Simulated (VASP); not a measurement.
# GaSe in VASP: notebook

One slab, GaSe, is run at these levels: PBE; tasks: single point.

Program: VASP 6.6.1. These are calculated values, not measurements. Logs are shortened: lines on timing, memory, paths and dates and some standing lists are left out, and cuts for length are marked.

**1. The structure**

The cell holds a slab with vacuum, 12 atoms: a = 3.742 Å, b = 3.742 Å, c = 32.695 Å, α = 90.00°, β = 90.00°, γ = 120.00°.

**2. Single point, PBE**

The input, INCAR:

```
SYSTEM = GaSe
  PREC = Accurate
  ENCUT = 400
  EDIFF = 1E-7
  ISMEAR = 0
  SIGMA = 0.05
  LREAL = .False.
  LASPH = .True.
  NELM = 120
  ALGO = Normal
  ISIF = 2
  LWAVE = .False.
  LCHARG = .False.
  LDIPOL = .True.
  IDIPOL = 3
  DIPOL = 0.5 0.5 0.500
  GGA = PE
  NBANDS = 77
  LVHAR = .True.
  LVACPOTAV = .True.
```

The input, KPOINTS:

```
regular mesh
0
Gamma
  3 3 1
  0 0 0
```

The input, POSCAR:

```
GaSe
1.0
    3.7420012726      0.0000000000      0.0000000000
   -1.8710006363      3.2406681631      0.0000000000
    0.0000000000      0.0000000000     32.6947000000
Se Ga
6 6
Direct
    0.6666666667      0.3333333334      0.1835159827
    0.6666666667      0.3333333334      0.3295855292
    0.3333333333      0.6666666666      0.4269652268
    0.3333333333      0.6666666666      0.5730347732
    0.6666666667      0.3333333334      0.6704144708
    0.6666666667      0.3333333334      0.8164840173
    0.3333333333      0.6666666666      0.2210071663
    0.3333333333      0.6666666666      0.2920943456
    0.6666666667      0.3333333334      0.4644564104
    0.6666666667      0.3333333334      0.5355435896
    0.3333333333      0.6666666666      0.7079056544
    0.3333333333      0.6666666666      0.7789928337
```

Potentials or basis: VASP PAW PBE potentials, release 64 (Se, Ga_d).

Started as:

```bash
$ cat potpaw_PBE.64/Se/POTCAR potpaw_PBE.64/Ga_d/POTCAR > POTCAR
$ mpirun -np 1 vasp_std > vasp.out
```

OUTCAR:

```text
SYSTEM = GaSe
   PREC = Accurate
   ENCUT = 400
   EDIFF = 1E-7
   ISMEAR = 0
   LREAL = .False.
   LASPH = .True.
   NELM = 120
   ISIF = 2
   GGA = PE

 Found      3 irreducible k-points:

 Following reciprocal coordinates:
            Coordinates               Weight
  0.000000  0.000000  0.000000      1.000000
  0.333333  0.000000  0.000000      6.000000
  0.333333  0.333333  0.000000      2.000000
   k-points           NKPTS =      3   k-points in BZ     NKDIM =      3   number of bands    NBANDS=     77
   number of dos      NEDOS =    301   number of ions     NIONS =     12
   total plane-waves  NPLWV = 124416
   dimension x,y,z NGX =    24 NGY =   24 NGZ =  216
   dimension x,y,z NGXF=    48 NGYF=   48 NGZF=  432
   ions per type =               6   6
   NGX,Y,Z   is equivalent  to a cutoff of  10.66, 10.66, 10.98 a.u.
   NGXF,Y,Z  is equivalent  to a cutoff of  21.32, 21.32, 21.97 a.u.
 SYSTEM =  GaSe
   PREC   = accura    normal or accurate (medium, high low for compatibility)
   ISTART =      0    job   : 0-new  1-cont  2-samecut
   ICHARG =      2    charge: 1-file 2-atom 10-const
   ISPIN  =      1    spin polarized calculation?
   LNONCOLLINEAR =      F non collinear calculations
   LSORBIT =      F    spin-orbit coupling
   LASPH  =      T    aspherical Exc in radial PAW
   ENCUT  =  400.0 eV  29.40 Ry    5.42 a.u.   6.10  6.10 53.32*2*pi/ulx,y,z
   NELM   =    120;   NELMIN=  2; NELMDL= -5     # of ELM steps
   EDIFF  = 0.1E-06   stopping-criterion for ELM
   LREAL  =      F    real-space projection
   EDIFFG = 0.1E-05   stopping-criterion for IOM
   NSW    =      0    number of steps for IOM
   IBRION =     -1    ionic relax: 0-MD 1-quasi-New 2-CG
   NFREE  =      0    steps in history (QN), initial steepest desc. (CG)
   ISIF   =      2    stress and relaxation
   ISYM   =      2    0-nonsym 1-usesym 2-fastsym
   POTIM  = 0.5000    time-step for ionic-motion
   TEBEG  =    0.0;   TEEND  =   0.0 temperature during run
   PSTRESS=    0.0 pullay stress
   NELECT =     114.0000    total number of electrons
   NUPDOWN=      -1.0000    fix difference up-down
   EMIN   =  10.00;   EMAX   =-10.00  energy-range for DOS
   EFERMI =   0.00;   METHOD = LEGACY
   ISMEAR =     0;   SIGMA  =   0.05  broadening in eV -4-tet -1-fermi 0-gaus
   EFERMI_NEDOS =   21; number of points for ismear=-14 and -15
   IALGO  =     38    algorithm
   IMIX   =      4    mixing-type and parameters
     AMIX     =   0.40;   BMIX     =  1.00
     AMIX_MAG =   1.60;   BMIX_MAG =  1.00
  volume/ion in A,a.u.               =      33.04       222.96
  Fermi-wavevector in a.u.,A,eV,Ry     =   1.080532  2.041910 15.885489  1.167550
  Thomas-Fermi vector in A             =   2.216526
   LORBIT       =      0    0 simple, 1 ext, 2 COOP (PROOUT), +10 PAW based schemes
   GGA     = PE    functional components
   LHFCALC =     F    Hartree Fock is set to
   AEXX    =    0.0000 exact exchange contribution
   IVDW    =     0    specifies the selected vdW correction
   LEPSILON=     F    determine dielectric tensor
   LRPA    =     F    only Hartree local field effects (RPA)
 non-spin polarized calculation
 Gauss-broadening in eV      SIGMA  =   0.05
  energy-cutoff  :      400.00
  volume of cell :      396.48
 maximum number of plane-waves:      7266
   NGX = 13   NGY = 13   NGZ =107

 dipolmoment           0.000000      0.000000      0.000000 electrons x Angstroem

 number of electron     114.0000181 magnetization

 dipolmoment           0.000000      0.000000     -0.000000 electrons x Angstroem

 Free energy of the ion-electron system (eV)
  ---------------------------------------------------
  ext. energy  EPLUGINS =         0.00000000
  ---------------------------------------------------
  free energy    TOTEN  =       -43.70133199 eV

  energy without entropy =      -43.70133199  energy(sigma->0) =      -43.70133199

 E-fermi :   1.1015     XC(G=0):  -7.0864

 val. band max:        0.8514501464   @ k =   0.0000   0.0000   0.0000
 cond. band min:       2.4730057914   @ k =   0.0000   0.0000   0.0000
 fundamental gap:      1.6215556450
 Fermi energy:         1.1015070635

 k-point     1 :       0.0000    0.0000    0.0000
  band No.  band energies     occupation
      1     -14.1064      2.00000
      2     -14.0799      2.00000
      3     -14.0799      2.00000
      4     -13.9194      2.00000
      5     -13.9194      2.00000
      6     -13.8933      2.00000
[... 61 lines left out ...]
     68       5.1926      0.00000
     69       5.1926      0.00000

 k-point     2 :       0.3333    0.0000    0.0000
  band No.  band energies     occupation
      1     -14.0972      2.00000
      2     -14.0707      2.00000
      3     -14.0707      2.00000
      4     -14.0533      2.00000
      5     -14.0264      2.00000
      6     -14.0261      2.00000
[... 61 lines left out ...]
     68       5.5541      0.00000
     69       5.6206      0.00000

 k-point     3 :       0.3333    0.3333    0.0000
  band No.  band energies     occupation
      1     -14.0910      2.00000
      2     -14.0837      2.00000
      3     -14.0643      2.00000
      4     -14.0643      2.00000
      5     -14.0572      2.00000
      6     -14.0572      2.00000
[... 61 lines left out ...]
     68       5.9599      0.00000
     69       6.4785      0.00000
 [bands above 69 left out]

------------------------ aborting loop because EDIFF is reached ----------------------------------------

  FORCE on cell =-STRESS in cart. coord.  units (eV):
  Direction    XX          YY          ZZ          XY          YZ          ZX
  --------------------------------------------------------------------------------------
  -------------------------------------------------------------------------------------
  Total        7.9638742      7.9638742      6.6407411      0.0000000     -0.0000000      0.0000000
  in kB       32.1824514     32.1824514     26.8355981      0.0000000     -0.0000000      0.0000000
  external PRESSURE =      30.4001670 kB  Pullay stress =       0.0000000 kB

 VOLUME and BASIS-vectors are now :
 -----------------------------------------------------------------------------
  energy-cutoff  :      400.00
  volume of cell :      396.48
      direct lattice vectors                 reciprocal lattice vectors
     3.742001273  0.000000000  0.000000000     0.267236681  0.154289170  0.000000000
    -1.871000636  3.240668163  0.000000000     0.000000000  0.308578339  0.000000000
     0.000000000  0.000000000 32.694700000     0.000000000  0.000000000  0.030585997

 POSITION                                       TOTAL-FORCE (eV/Angst)
 -----------------------------------------------------------------------------------
      1.87100      1.08022      6.00000        -0.000000      0.000000      0.194748
      1.87100      1.08022     10.77570         0.000000      0.000000     -0.252401
     -0.00000      2.16045     13.95950        -0.000000      0.000000      0.255675
     -0.00000      2.16045     18.73520        -0.000000      0.000000     -0.255675
      1.87100      1.08022     21.91900        -0.000000      0.000000      0.252401
      1.87100      1.08022     26.69470        -0.000000      0.000000     -0.194748
     -0.00000      2.16045      7.22576        -0.000000      0.000000     -1.269562
     -0.00000      2.16045      9.54994         0.000000     -0.000000      1.221935
      1.87100      1.08022     15.18526         0.000000     -0.000000     -1.233348
      1.87100      1.08022     17.50944         0.000000     -0.000000      1.233348
     -0.00000      2.16045     23.14476         0.000000      0.000000     -1.221935
     -0.00000      2.16045     25.46894        -0.000000     -0.000000      1.269562
 -----------------------------------------------------------------------------------
    total drift:                                0.000005     -0.000003      0.000000

  FREE ENERGIE OF THE ION-ELECTRON SYSTEM (eV)
  ---------------------------------------------------
  free  energy   TOTEN  =       -43.7013319876 eV

  energy  without entropy=      -43.7013319876  energy(sigma->0) =      -43.70133199

 vacuum level on the upper side and lower side of the slab         6.210         6.210
```

OSZICAR:

```text
N       E                     dE             d eps       ncg     rms          rms(c)
DAV:   1     0.103059189078E+04    0.10306E+04   -0.43378E+04   518   0.159E+03
DAV:   2     0.141800465685E+03   -0.88879E+03   -0.83747E+03   510   0.465E+02
DAV:   3    -0.285754436391E+02   -0.17038E+03   -0.16427E+03   564   0.160E+02
[... 15 lines left out ...]
DAV:  19    -0.437013222474E+02   -0.20483E-04   -0.40022E-07   396   0.560E-03    0.170E-03
DAV:  20    -0.437013282501E+02   -0.60027E-05   -0.14340E-07   396   0.623E-03    0.391E-04
DAV:  21    -0.437013313049E+02   -0.30548E-05   -0.10739E-07   356   0.260E-03    0.481E-04
DAV:  22    -0.437013319199E+02   -0.61499E-06   -0.59033E-08   388   0.260E-03    0.145E-04
DAV:  23    -0.437013319876E+02   -0.67639E-07   -0.14376E-08   356   0.919E-04
   1 F= -.43701332E+02 E0= -.43701332E+02  d E =-.430374E-13
```

Wall time 67 s (1 thread of Intel Xeon 6975P-C (Granite Rapids), shared host); peak memory 0.35 GiB.

The run converged, but some of its settings lie outside the range that counts as converged, so its numbers aren't taken as properties of the slab.

Results:

```yaml
Free_energy: -43.7013 eV
Largest_force: 1.270 eV/Å
Band_gap_on_the_k_mesh: 1.62 eV, direct
Ionisation_potential_of_the_upper_face: 5.36 eV
```

Caveat: the k mesh is coarse (spacing up to 0.65 Å⁻¹), so the values aren't converged.

**3. Single point, PBE**

This run uses another cell than the first one, of 26.98 Å³/atom, 0.816 times its volume.

Edit INCAR of step 2 so:

```diff
@@ -2,3 +2,3 @@
   PREC = Accurate
-  ENCUT = 400
+  ENCUT = 460
   EDIFF = 1E-7
```

The input, KPOINTS:

```
regular mesh
0
Gamma
  5 5 1
  0 0 0
```

The input, POSCAR:

```
GaSe
1.0
    3.7420012726      0.0000000000      0.0000000000
   -1.8710006363      3.2406681631      0.0000000000
    0.0000000000      0.0000000000     26.6947000000
Se Ga
6 6
Direct
    0.6666666667      0.3333333334      0.1123818586
    0.6666666667      0.3333333334      0.2912825392
    0.3333333333      0.6666666666      0.4105496597
    0.3333333333      0.6666666666      0.5894503403
    0.6666666667      0.3333333334      0.7087174608
    0.6666666667      0.3333333334      0.8876181414
    0.3333333333      0.6666666666      0.1582996999
    0.3333333333      0.6666666666      0.2453646979
    0.6666666667      0.3333333334      0.4564675010
    0.6666666667      0.3333333334      0.5435324990
    0.3333333333      0.6666666666      0.7546353021
    0.3333333333      0.6666666666      0.8417003001
```

Potentials or basis: VASP PAW PBE potentials, release 64 (Se, Ga_d).

Started as:

```bash
$ cat potpaw_PBE.64/Se/POTCAR potpaw_PBE.64/Ga_d/POTCAR > POTCAR
$ mpirun -np 1 vasp_std > vasp.out
```

OUTCAR:

```text
SYSTEM = GaSe
   PREC = Accurate
   ENCUT = 460
   EDIFF = 1E-7
   ISMEAR = 0
   LREAL = .False.
   LASPH = .True.
   NELM = 120
   ISIF = 2
   GGA = PE

 Found      5 irreducible k-points:

 Following reciprocal coordinates:
            Coordinates               Weight
  0.000000  0.000000  0.000000      1.000000
  0.200000  0.000000  0.000000      6.000000
  0.400000  0.000000  0.000000      6.000000
  0.200000  0.200000  0.000000      6.000000
  0.400000  0.200000  0.000000      6.000000
   k-points           NKPTS =      5   k-points in BZ     NKDIM =      5   number of bands    NBANDS=     77
   number of dos      NEDOS =    301   number of ions     NIONS =     12
   total plane-waves  NPLWV = 150528
   dimension x,y,z NGX =    28 NGY =   28 NGZ =  192
   dimension x,y,z NGXF=    56 NGYF=   56 NGZF=  384
   ions per type =               6   6
   NGX,Y,Z   is equivalent  to a cutoff of  12.44, 12.44, 11.96 a.u.
   NGXF,Y,Z  is equivalent  to a cutoff of  24.88, 24.88, 23.91 a.u.
 SYSTEM =  GaSe
   PREC   = accura    normal or accurate (medium, high low for compatibility)
   ISTART =      0    job   : 0-new  1-cont  2-samecut
   ICHARG =      2    charge: 1-file 2-atom 10-const
   ISPIN  =      1    spin polarized calculation?
   LNONCOLLINEAR =      F non collinear calculations
   LSORBIT =      F    spin-orbit coupling
   LASPH  =      T    aspherical Exc in radial PAW
   ENCUT  =  460.0 eV  33.81 Ry    5.81 a.u.   6.54  6.54 46.68*2*pi/ulx,y,z
   NELM   =    120;   NELMIN=  2; NELMDL= -5     # of ELM steps
   EDIFF  = 0.1E-06   stopping-criterion for ELM
   LREAL  =      F    real-space projection
   EDIFFG = 0.1E-05   stopping-criterion for IOM
   NSW    =      0    number of steps for IOM
   IBRION =     -1    ionic relax: 0-MD 1-quasi-New 2-CG
   NFREE  =      0    steps in history (QN), initial steepest desc. (CG)
   ISIF   =      2    stress and relaxation
   ISYM   =      2    0-nonsym 1-usesym 2-fastsym
   POTIM  = 0.5000    time-step for ionic-motion
   TEBEG  =    0.0;   TEEND  =   0.0 temperature during run
   PSTRESS=    0.0 pullay stress
   NELECT =     114.0000    total number of electrons
   NUPDOWN=      -1.0000    fix difference up-down
   EMIN   =  10.00;   EMAX   =-10.00  energy-range for DOS
   EFERMI =   0.00;   METHOD = LEGACY
   ISMEAR =     0;   SIGMA  =   0.05  broadening in eV -4-tet -1-fermi 0-gaus
   EFERMI_NEDOS =   21; number of points for ismear=-14 and -15
   IALGO  =     38    algorithm
   IMIX   =      4    mixing-type and parameters
     AMIX     =   0.40;   BMIX     =  1.00
     AMIX_MAG =   1.60;   BMIX_MAG =  1.00
  volume/ion in A,a.u.               =      26.98       182.05
  Fermi-wavevector in a.u.,A,eV,Ry     =   1.156082  2.184678 18.184532  1.336525
  Thomas-Fermi vector in A             =   2.292705
   LORBIT       =      0    0 simple, 1 ext, 2 COOP (PROOUT), +10 PAW based schemes
   GGA     = PE    functional components
   LHFCALC =     F    Hartree Fock is set to
   AEXX    =    0.0000 exact exchange contribution
   IVDW    =     0    specifies the selected vdW correction
   LEPSILON=     F    determine dielectric tensor
   LRPA    =     F    only Hartree local field effects (RPA)
 non-spin polarized calculation
 Gauss-broadening in eV      SIGMA  =   0.05
  energy-cutoff  :      460.00
  volume of cell :      323.72
 maximum number of plane-waves:      7329
 NGX is ok and might be reduce to    28
   NGX = 13   NGY = 13   NGZ = 93

 dipolmoment           0.000000      0.000000     -0.000000 electrons x Angstroem

 number of electron     114.0000024 magnetization

 dipolmoment           0.000000      0.000000      0.000000 electrons x Angstroem

 Free energy of the ion-electron system (eV)
  ---------------------------------------------------
  ext. energy  EPLUGINS =         0.00000000
  ---------------------------------------------------
  free energy    TOTEN  =       -45.01547534 eV

  energy without entropy =      -45.01547534  energy(sigma->0) =      -45.01547534

 E-fermi :   2.4438     XC(G=0):  -8.5782

 val. band max:        2.1838811831   @ k =   0.0000   0.0000   0.0000
 cond. band min:       3.8631892993   @ k =   0.0000   0.0000   0.0000
 fundamental gap:      1.6793081161
 Fermi energy:         2.4438066243

 k-point     1 :       0.0000    0.0000    0.0000
  band No.  band energies     occupation
      1     -12.7034      2.00000
      2     -12.6923      2.00000
      3     -12.6923      2.00000
      4     -12.5194      2.00000
      5     -12.5194      2.00000
      6     -12.5085      2.00000
[... 61 lines left out ...]
     68       6.5707      0.00000
     69       6.5707      0.00000

 k-point     2 :       0.2000    0.0000    0.0000
  band No.  band energies     occupation
      1     -12.6984      2.00000
      2     -12.6872      2.00000
      3     -12.6872      2.00000
      4     -12.5974      2.00000
      5     -12.5853      2.00000
      6     -12.5847      2.00000
[... 61 lines left out ...]
     68       6.9981      0.00000
     69       6.9997      0.00000

 k-point     3 :       0.4000    0.0000    0.0000
  band No.  band energies     occupation
      1     -12.6999      2.00000
      2     -12.6885      2.00000
      3     -12.6884      2.00000
      4     -12.6711      2.00000
      5     -12.6595      2.00000
      6     -12.6592      2.00000
[... 61 lines left out ...]
     68       6.6901      0.00000
     69       6.8696      0.00000

 k-point     4 :       0.2000    0.2000    0.0000
  band No.  band energies     occupation
      1     -12.6940      2.00000
      2     -12.6827      2.00000
      3     -12.6827      2.00000
      4     -12.6596      2.00000
      5     -12.6476      2.00000
      6     -12.6471      2.00000
[... 61 lines left out ...]
     68       7.6284      0.00000
     69       7.6505      0.00000

 k-point     5 :       0.4000    0.2000    0.0000
  band No.  band energies     occupation
      1     -12.6998      2.00000
      2     -12.6883      2.00000
      3     -12.6883      2.00000
      4     -12.6781      2.00000
      5     -12.6670      2.00000
      6     -12.6669      2.00000
[... 61 lines left out ...]
     68       7.4531      0.00000
     69       7.5565      0.00000
 [bands above 69 left out]

------------------------ aborting loop because EDIFF is reached ----------------------------------------

  FORCE on cell =-STRESS in cart. coord.  units (eV):
  Direction    XX          YY          ZZ          XY          YZ          ZX
  --------------------------------------------------------------------------------------
  -------------------------------------------------------------------------------------
  Total        4.0316626      4.0316626      8.2283700      0.0000000      0.0000000      0.0000000
  in kB       19.9540578     19.9540578     40.7249778      0.0000000      0.0000000      0.0000000
  external PRESSURE =      26.8776978 kB  Pullay stress =       0.0000000 kB

 VOLUME and BASIS-vectors are now :
 -----------------------------------------------------------------------------
  energy-cutoff  :      460.00
  volume of cell :      323.72
      direct lattice vectors                 reciprocal lattice vectors
     3.742001273  0.000000000  0.000000000     0.267236681  0.154289170  0.000000000
    -1.871000636  3.240668163  0.000000000     0.000000000  0.308578339  0.000000000
     0.000000000  0.000000000 26.694700000     0.000000000  0.000000000  0.037460620

 POSITION                                       TOTAL-FORCE (eV/Angst)
 -----------------------------------------------------------------------------------
      1.87100      1.08022      3.00000         0.000000     -0.000000      0.116019
      1.87100      1.08022      7.77570         0.000000     -0.000000     -0.231615
     -0.00000      2.16045     10.95950         0.000000     -0.000000      0.233534
     -0.00000      2.16045     15.73520         0.000000     -0.000000     -0.233534
      1.87100      1.08022     18.91900         0.000000     -0.000000      0.231615
      1.87100      1.08022     23.69470         0.000000     -0.000000     -0.116019
     -0.00000      2.16045      4.22576        -0.000000      0.000000     -1.273433
     -0.00000      2.16045      6.54994        -0.000000     -0.000000      1.231630
      1.87100      1.08022     12.18526        -0.000000      0.000000     -1.234278
      1.87100      1.08022     14.50944         0.000000      0.000000      1.234278
     -0.00000      2.16045     20.14476        -0.000000      0.000000     -1.231630
     -0.00000      2.16045     22.46894        -0.000000     -0.000000      1.273433
 -----------------------------------------------------------------------------------
    total drift:                                0.000002     -0.000001      0.000000

  FREE ENERGIE OF THE ION-ELECTRON SYSTEM (eV)
  ---------------------------------------------------
  free  energy   TOTEN  =       -45.0154753392 eV

  energy  without entropy=      -45.0154753392  energy(sigma->0) =      -45.01547534
```

Wall time 93 s (1 thread of Intel Xeon 6975P-C (Granite Rapids), shared host); peak memory 0.39 GiB.

The run converged, but some of its settings lie outside the range that counts as converged, so its numbers aren't taken as properties of the slab.

What came out:

```
Free energy            : -45.0155 eV
Largest force          : 1.273 eV/Å
Band gap on the k mesh : 1.68 eV, direct
```

(Part 1 of 2 ends here.)
